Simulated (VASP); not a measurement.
Crystal: BN.

```xyz
2
Lattice="1.2511 0.7223 3.3729 -1.2511 0.7223 3.3729 0.0000 -1.4447 3.3729" Properties=species:S:1:pos:R:3 pbc="T T T"
N     0.0000    0.0000    6.7517
B     0.0000    0.0000    0.0033
```

The cell is a database's computed one.

- Program: VASP 6.6.1
- Task: relaxation of cell and atoms
- Functional: RPBE
- Dispersion: D4
- Potentials or basis: VASP PAW PBE potentials, release 64 (N, B)
- Cutoff: 600 eV
- k mesh: 12 × 12 × 12
- Occupations: fermi-dirac, width 0.05 eV
- Spin: no spin polarisation

At the start: pressure 1.5 GPa; volume 9.14 Å³/atom.

**Question.** How do energy, volume and symmetry change on relaxing?

**Answer.** Over 13 steps the energy falls by 9.4 meV/atom and the volume is 8.29 Å³/atom (-9.3 %); space group R3m (No. 160, to 0.05 Å).

Step by step:
```tsv
step	energy change (eV)	largest force (eV/Å)	pressure (GPa)	volume (Å³)
1	0.0000	0.0043	1.51	18.29
2	0.0018	0.0049	-5.14	18.52
3	-0.0020	0.0005	-1.33	18.38
4	-0.0039	0.0037	-1.31	18.25
5	-0.0093	0.0173	-1.17	17.85
6	-0.0172	0.0517	-0.73	17.05
7	-0.0022	0.1739	1.66	15.46
8	-0.0184	0.0652	-0.48	16.78
9	-0.0186	0.0746	-0.32	16.62
10	-0.0161	0.1736	2.72	16.41
11	-0.0188	0.0191	0.34	16.57
12	-0.0180	0.0846	-1.58	16.64
13	-0.0188	0.0011	0.01	16.59
```

Final structure:
```
N B
1.0
     1.25445    0.72426    3.04262
    -1.25445    0.72426    3.04262
     0.00000   -1.44852    3.04262
N B
1 1
Cartesian
  0.0000 0.0000 6.0928
  0.0000 0.0000 0.0006
```

Caveat: the PAW data sets were made with another functional, which shifts forces and pressure a little.
